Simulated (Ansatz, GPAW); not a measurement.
# LiNbO₃ with GLLB-SC from a Python script

These are simulated results from GPAW 26.7.0, not measurements. The cell was built from a prototype and was relaxed with r2SCAN in plane waves (Ansatz 0.2.0). It may be hypothetical. All runs are without spin polarisation.

Space group R3c (No. 161), trigonal; conventional cell a = 5.137 Å, c = 13.885 Å, 10.58 Å³ an atom. Around Li lie 6 O at 2.05–2.24 Å; around Nb lie 6 O at 1.88–2.14 Å; around O lie 2 Nb at 1.88–2.14 Å and 2 Li at 2.05–2.24 Å.

GLLB-SC is a model potential. Its fundamental gap is the Kohn-Sham gap plus a derivative discontinuity, which the script evaluates at the band edges among the listed k points. Its total energy isn't variational and serves nothing here.

run.py reads:

```python
import json
from ase import Atoms
from gpaw import GPAW, PW, FermiDirac

atoms = Atoms(['Li', 'Li', 'Nb', 'Nb', 'O', 'O', 'O', 'O', 'O', 'O'],
              cell=[[2.5687, 1.48304, 4.628227], [-2.5687, 1.48304, 4.628227], [0.0, -2.96608, 4.628227]],
              scaled_positions=[[0.78217, 0.78217, 0.78217], [0.28217, 0.28217, 0.28217], [0.500176, 0.500176, 0.500176], [1.000176, 1.000176, 0.000176], [0.607988, 0.219642, 0.862024], [0.862024, 0.607988, 0.219642], [0.107988, 0.362024, 0.719642], [0.219642, 0.862024, 0.607988], [0.719642, 0.107988, 0.362024], [0.362024, 0.719642, 0.107988]],
              pbc=True)
calc = GPAW(mode=PW(400), xc='GLLBSC', kpts={'size': (4, 4, 4), 'gamma': True},
            occupations=FermiDirac(0.02), maxiter=100, legacy_gpaw=True, txt='gpaw.txt')
atoms.calc = calc
res = {'energy': atoms.get_potential_energy(force_consistent=True)}
res['electrons'] = calc.get_number_of_electrons()
res['k'] = calc.get_ibz_k_points().tolist()
res['levels'] = [calc.get_eigenvalues(kpt=i).tolist() for i in range(len(res['k']))]
points = [[0.0, 0.0, 0.0], [-0.5, -0.5, -0.5], [-0.5, -0.235118, -0.764882], [-0.235118, 0.235118, -0.5], [0.0, 0.0, -0.5], [0.0, 0.367559, -0.367559], [-0.367559, 0.0, -0.632441], [-0.5, 0.0, -0.5], [0.135417, 0.135417, 0.135417], [0.0, 0.380208, -0.380208]]
bands = calc.fixed_density(kpts=points, symmetry='off', nbands=round(res['electrons']) // 2 + 6, convergence={'bands': -2}, txt='bands.txt')
res['points'] = [bands.get_eigenvalues(kpt=i).tolist() for i in range(len(points))]
homo, lumo = bands.get_homo_lumo()
potential = calc.hamiltonian.xc.response.calculate_discontinuity_potential(homo, lumo)
res['discontinuity'] = bands.hamiltonian.xc.response.calculate_discontinuity(potential)
json.dump(res, open('results.json', 'w'))
print('free energy (eV):', round(res['energy'], 5))
```

Command: `python run.py`. It took 120 s on 1 thread of Arm Neoverse V2, with other jobs on the host, peak memory 0.32 GiB.

The log gpaw.txt, trimmed of paths, versions and times, then the last line on the terminal. An iter line gives the energy in eV and the logarithms of the changes of orbitals (plane waves alone) and density (c: converged):

```
___ ___ ___ _ _ _
 |   |   |_  | | | |

 | | | | | . | | | |

 |__ |  _|___|_____|  26.7.0
 |___|_|

Input parameters:
  kpts: {gamma: True,
         size: (4, 4, 4)}
  maxiter: 100
  mode: {ecut: 400.0,
         name: pw}
  occupations: {fixmagmom: False,
                name: fermi-dirac,
                width: 0.02}
  xc: GLLBSC

System changes: positions, numbers, cell, pbc, initial_charges, initial_magmoms

Initialize ...

species:
  Li:
    name:    Lithium
    Z:       3.0
    valence: 1
    core:    2
    charge:  0.0  # [|e|]
    compensation charges:
      type: gauss
      rc: 0.33  # [Å]
      lmax: 2
    cutoffs:
      filter: 1.91  # [Å]
      core: 2.55  # [Å]
    projectors
    | kind |    occ | energy [eV] | rcut [Å] |

    |------|--------|-------------|----------|

    |   2s |  1.000 |      -4.279 |    1.058 |

    |   2p |  0.000 |      -2.495 |    1.058 |

    |    s |        |      22.932 |    1.058 |

    Using partial waves for Li as LCAO basis

  Nb:
    name:    Niobium
    Z:       41.0
    valence: 13
    core:    28
    charge:  0.0  # [|e|]
    compensation charges:
      type: gauss
      rc: 0.40  # [Å]
      lmax: 2
    cutoffs:
      filter: 2.35  # [Å]
      core: 1.51  # [Å]
    projectors
    | kind |    occ | energy [eV] | rcut [Å] |

    |------|--------|-------------|----------|

    |   4s |  2.000 |     -59.170 |    1.323 |

    |   5s |  1.000 |      -5.831 |    1.323 |

    |   4p |  6.000 |     -35.567 |    1.323 |

    |   5p |  0.000 |      -2.401 |    1.323 |

    |   4d |  4.000 |      -4.656 |    1.244 |

    |    d |        |      22.556 |    1.244 |

    Using partial waves for Nb as LCAO basis

  O:
    name:    Oxygen
    Z:       8.0
    valence: 6
    core:    2
    charge:  0.0  # [|e|]
    compensation charges:
      type: gauss
      rc: 0.21  # [Å]
      lmax: 2
    cutoffs:
      filter: 1.17  # [Å]
      core: 0.83  # [Å]
    projectors
    | kind |    occ | energy [eV] | rcut [Å] |

    |------|--------|-------------|----------|

    |   2s |  2.000 |     -28.986 |    0.688 |

    |   2p |  4.000 |     -13.358 |    0.598 |

    |    s |        |      -1.774 |    0.688 |

    |    p |        |      13.853 |    0.598 |

    |    d |        |       0.000 |    0.619 |

    Using partial waves for O as LCAO basis

Reference energy: -220299.552999  # eV

Spin-paired calculation

Convergence criteria:
 Maximum [total energy] change in last 3 cyles: 0.0005 eV / valence electron
 Maximum integral of absolute [dens]ity change: 0.0001 electrons / valence electron
 Maximum integral of absolute [eigenst]ate change: 4e-08 eV^2 / valence electron
 Maximum number of scf [iter]ations: 100
 (Square brackets indicate name in SCF output, whereas a 'c' in
 the SCF output indicates the quantity has converged.)

Symmetries present (total): 1

  ( 1  0  0)
  ( 0  1  0)
  ( 0  0  1)

64 k-points: 4 x 4 x 4 Monkhorst-Pack grid + [1/8,1/8,1/8]
36 k-points in the irreducible part of the Brillouin zone
       k-points in crystal coordinates                weights
   0:     0.00000000    0.00000000    0.00000000          1/64
   1:     0.00000000    0.00000000    0.25000000          2/64
   2:     0.00000000    0.00000000    0.50000000          1/64
   3:     0.00000000    0.25000000   -0.25000000          2/64
   4:     0.00000000    0.25000000    0.00000000          2/64
   5:     0.00000000    0.25000000    0.25000000          2/64
   6:     0.00000000    0.25000000    0.50000000          2/64
   7:     0.00000000    0.50000000    0.00000000          1/64
   8:     0.00000000    0.50000000    0.25000000          2/64
   9:     0.00000000    0.50000000    0.50000000          1/64
          ...
  35:     0.50000000    0.50000000    0.50000000          1/64

Wave functions: Plane wave expansion
  Cutoff energy: 400.000 eV
  Number of coefficients (min, max): 1906, 1941
  Pulay-stress correction: 0.000000 eV/Ang^3 (de/decut=0.000000)
  Using FFTW library
  ScaLapack parameters: grid=1x1, blocksize=None
  Wavefunction extrapolation:
    Improved wavefunction reuse through dual PAW basis

Occupation numbers: Fermi-Dirac:
  width: 0.0200  # eV

Eigensolver
   Davidson(niter=2)

Densities:
  Coarse grid: 27*27*27 grid
  Fine grid: 54*54*54 grid
  Total Charge: 0.000000

Density mixing:
  Method: separate
  Backend: msr1
  Linear mixing parameter: 0.05
  old densities: 10
  Width of damping distribution: 1.1
  Damping of long wavelength oscillations: 20

Hamiltonian:
  XC and Coulomb potentials evaluated on a 54*54*54 grid
  Using the GLLBSC Exchange-Correlation functional
  External potential:
    NoExternalPotential

XC parameters: GLLBSC functional being used consists of
  -----------------------------------------------------------------------
  | Weight | Module     | Description                                   |

  -----------------------------------------------------------------------
  |  1.000 | SCREENING  | GGA_X_PBE_SOL with 2 nearest neighbor stencil |

  |  1.000 | RESPONSE   | eps=0.0500 eV                                 |

  |  1.000 | XC         | GGA_C_PBE_SOL with 2 nearest neighbor stencil |

  -----------------------------------------------------------------------

Memory estimate:
  Process memory now: 117.13 MiB
  Calculator: 77.05 MiB
    Density: 9.98 MiB
      Arrays: 3.90 MiB
      Localized functions: 3.07 MiB
      Mixer: 3.00 MiB
    Hamiltonian: 2.64 MiB
      Arrays: 2.55 MiB
      XC: 0.00 MiB
      Poisson: 0.00 MiB
      vbar: 0.08 MiB
    Wavefunctions: 64.44 MiB
      Arrays psit_nG: 45.85 MiB
      Eigensolver: 1.71 MiB
      Projections: 2.93 MiB
      Projectors: 12.14 MiB
      PW-descriptor: 1.82 MiB

Total number of cores used: 1

Number of atoms: 10
Number of atomic orbitals: 58
Number of bands in calculation: 43
Number of valence electrons: 64
Bands to converge: occupied

... initialized

Initializing position-dependent things.

Density initialized from atomic densities
Creating initial wave functions:
  43 bands from LCAO basis set
Positions:
   0 Li     0.000000   -0.000000   10.860181    ( 0.0000,  0.0000,  0.0000)
   1 Li     0.000000    0.000000    3.917840    ( 0.0000,  0.0000,  0.0000)
   2 Nb     0.000000    0.000000    6.944784    ( 0.0000,  0.0000,  0.0000)
   3 Nb    -0.000000    2.966080    9.258898    ( 0.0000,  0.0000,  0.0000)
   4 O      0.997544   -1.329424    7.820102    ( 0.0000,  0.0000,  0.0000)
   5 O      0.652542    1.528611    7.820102    ( 0.0000,  0.0000,  0.0000)
   6 O     -0.652542   -1.437469    5.505989    ( 0.0000,  0.0000,  0.0000)
   7 O     -1.650087   -0.199187    7.820102    ( 0.0000,  0.0000,  0.0000)
   8 O      1.571156    0.153616    5.505989    ( 0.0000,  0.0000,  0.0000)
   9 O     -0.918613    1.283853    5.505989    ( 0.0000,  0.0000,  0.0000)

Unit cell:
           periodic     x           y           z      points  spacing
  1. axis:    yes    2.568700    1.483040    4.628227    27     0.1569
  2. axis:    yes   -2.568700    1.483040    4.628227    27     0.1569
  3. axis:    yes    0.000000   -2.966080    4.628227    27     0.1569

  Lengths:   5.497100   5.497100   5.497101
  Angles:   55.716121  55.716121  55.716112

Effective grid spacing dv^(1/3) = 0.1752

iter:   1  -103.512661
iter:   2  -102.958357   -0.94  -0.80
iter:   3   -87.624118   +0.75  -0.81
iter:   4   -75.341232   -0.37  -0.67
iter:   5   -73.028698   -0.86  -1.27
iter:   6   -73.728409   -1.39  -1.78
iter:   7   -72.212246   -1.82  -1.70
iter:   8   -71.859494   -2.63  -2.41
iter:   9   -72.147607   -3.34  -2.33
iter:  10   -72.171670   -4.13  -3.16
iter:  11   -72.150584c  -5.41  -3.40
iter:  12   -72.140524c  -5.84  -3.86
iter:  13   -72.142818c  -6.72  -4.18c
iter:  14   -72.146223c  -6.61  -4.37c
iter:  15   -72.145105c  -7.42c -4.61c

Converged after 15 iterations.

Energy contributions relative to reference atoms: (reference = -220299.552999)

Kinetic:        +38.699510
Potential:      -42.664705
External:        +0.000000
XC:             -66.184916
Entropy (-ST):   +0.000000
Local:           -1.994994
SIC:             +0.000000
--------------------------
Free energy:    -72.145105
Extrapolated:   -72.145105

GLLBSC response reference energy: 1.30828 eV (from HOMO)

Showing only first 2 kpts
 Kpt  Band  Eigenvalues  Occupancy
  0    30      1.30803    2.00000
  0    31      1.30828    2.00000
  0    32      6.09788    0.00000
  0    33      6.09818    0.00000

  1    30      1.15298    2.00000
  1    31      1.27469    2.00000
  1    32      6.09899    0.00000
  1    33      6.22069    0.00000

Fermi level: 5.01011

Gap: 4.741 eV
Transition (v -> c):
  (s=0, k=0, n=31, [0.00, 0.00, 0.00]) -> (s=0, k=17, n=32, [0.25, 0.00, 0.50])
Direct/indirect transitions are different
Direct gap: 4.790 eV
Transition at: (s=0, k=0, n=31, [0.00, 0.00, 0.00])

free energy (eV): -72.14511
```

The gap in the log is over the mesh alone; results.json adds the listed points. GLLB-SC gives a gap of 6.11 eV (4.718 eV Kohn-Sham over the listed points plus 1.389 eV discontinuity). On the same cell, plane-wave PBE (Ansatz, 6×6×6 k points and the special points) gives a gap of 3.59 eV and r2SCAN a gap of 4.00 eV; on shared hosts these took about 14 and 27 core-seconds on the 10-atom cell, against 120 for the script. Semilocal gaps usually lie below measured ones.

Spin-orbit coupling is left out.
